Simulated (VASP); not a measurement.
Wanted: the native input for a VASP 6.6.1 run.

```yaml
Task: single point
Functional: PBE
Potentials_or_basis: VASP PAW PBE potentials, release 64 (In_d, P)
Cutoff: 520 eV
k_mesh: 4 × 4 × 4
Occupations: gaussian, width 0.02 eV
Spin: no spin polarisation
Further_INCAR_settings: ALGO = Fast; EDIFF = 1e-07
```

The structure of InP lies in POSCAR:

```
InP
1.0
    0.0000000000      2.9305000000      2.9305000000
    2.9305000000      0.0000000000      2.9305000000
    2.9305000000      2.9305000000      0.0000000000
In P
1 1
Direct
    0.0000000000      0.0000000000      0.0000000000
    0.2500000000      0.2500000000      0.2500000000
```

The input as run:

INCAR

```
SYSTEM = InP
PREC = Accurate
ENCUT = 520
EDIFF = 1E-7
ISMEAR = 0
SIGMA = 0.02
LREAL = .False.
LASPH = .True.
NELM = 80
ALGO = Fast
ISIF = 2
LWAVE = .False.
LCHARG = .False.
GGA = PE
```

KPOINTS

```
Automatic mesh
0
Gamma
  4 4 4
  0 0 0
```

Potentials or basis: VASP PAW PBE potentials, release 64 (In_d, P).

Command:

```bash
$ cat potpaw_PBE.64/In_d/POTCAR potpaw_PBE.64/P/POTCAR > POTCAR
$ mpirun -np 1 vasp_std > vasp.out
```

It gave:

| Item | Value |
| --- | --- |
| Pressure | 3.5 GPa |
| Band gap on the k mesh | 0.70 eV, direct |

Caveat: the k mesh is coarse (spacing up to 0.46 Å⁻¹), so the values aren't converged; spin-orbit coupling is left out, which moves the levels of the heavy elements.

It took 9.3 s on 1 thread of Intel(R) Xeon(R) Platinum 8488C (Sapphire Rapids) (shared host), peak memory 0.17 GiB.
